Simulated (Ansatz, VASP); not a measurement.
This is a calculation of Sc for Ansatz 0.2.0.

The input input.yaml:

```yaml
crystal:
  lattice:
    - [-1.9043379473, 1.9043379473, 1.7060751157]
    - [1.9043379473, -1.9043379473, 1.7060751157]
    - [1.9043379473, 1.9043379473, -1.7060751157]
  atoms:
    - { symbol: Sc, position: [0.0, 0.0, 0.0] }
hamiltonian:
  xc: pbe
  pseudopotentials: { kind: paw }
kpoints:
  mp_grid: { grid: [10, 10, 10] }
scf:
  occupations: { method: fermi_dirac, width: 0.05 }
output:
  forces: true
  stress: true
  eigenvalues: true
```

Potentials or basis: Ansatz PAW.

Command:

```sh
$ ansatz run input.yaml --threads 1 --pin off --max-ram 3584MiB --backend cpu --events-out ev --progress --plain --runs-dir out
```

**Question.** Set up the same calculation for VASP 6.6.1. Potentials there: VASP PAW PBE potentials, release 64 (Sc_sv).

**Answer.** As run (the cutoff follows the program's own potentials):

File INCAR:

```
  PREC = Accurate
  ENCUT = 520
  EDIFF = 1E-7
  ISMEAR = -1
  SIGMA = 0.05
  LREAL = False
  LASPH = True
  NELM = 80
  ALGO = Normal
  ISIF = 2
  LWAVE = False
  LCHARG = False
  GGA = PE
  NBANDS = 12
```

File KPOINTS:

```
Automatic mesh
0
Gamma
  10 10 10
```

POSCAR

```
Sc
1.0
   -1.9043379473      1.9043379473      1.7060751157
    1.9043379473     -1.9043379473      1.7060751157
    1.9043379473      1.9043379473     -1.7060751157
Sc
1
Direct
    0.0000000000      0.0000000000      0.0000000000
```

Potentials or basis: VASP PAW PBE potentials, release 64 (Sc_sv).

Launch:

```console
$ cat potpaw_PBE.64/Sc_sv/POTCAR > POTCAR
$ mpirun -np 1 vasp_std > vasp.out
```

Both were run:

|  | VASP | Ansatz | Ansatz less VASP |
| --- | --- | --- | --- |
| gap on the k mesh at the Fermi level (eV) | none | none | - |
| pressure (GPa) | 0.3 | 0.2 | -0.04 |
| largest component of the traceless stress (GPa) | 0.74 | 0.74 | +0.005 |

A gap of «none» marks a metal or a gap that the smearing closes.
